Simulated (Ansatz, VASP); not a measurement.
Sb in VASP and in Ansatz

```
CELL_PARAMETERS angstrom
3.28315 0.00000 0.00000
-1.64157 2.84329 0.00000
0.00000 0.00000 3.12360
ATOMIC_POSITIONS crystal
Sb 0.00000 0.00000 0.00000
```

Alike in both runs: functional PBE; k mesh 13 × 13 × 12; occupations fermi-dirac, width 0.05 eV; no spin polarisation.

Ansatz relaxed the structure, and its values are those at the end. VASP's run is a single point on that final structure, the one shown.

```csv
,VASP,Ansatz
version,VASP 6.6.1,Ansatz 0.2.0
potentials or method,"VASP PAW PBE potentials, release 64 (Sb)","PAW with Ansatz's default frozen-core files, scalar-relativistic"
plane-wave cutoff (eV),520,420
valence electrons in the cell,5,15
```

|  | VASP | Ansatz | Ansatz less VASP |
| --- | --- | --- | --- |
| pressure (GPa) | 0.0 | 0.0 | +0.07 |

The two sets of potentials don't hold the same shells in valence.

Spin-orbit coupling is left out, which matters for the levels of Sb.
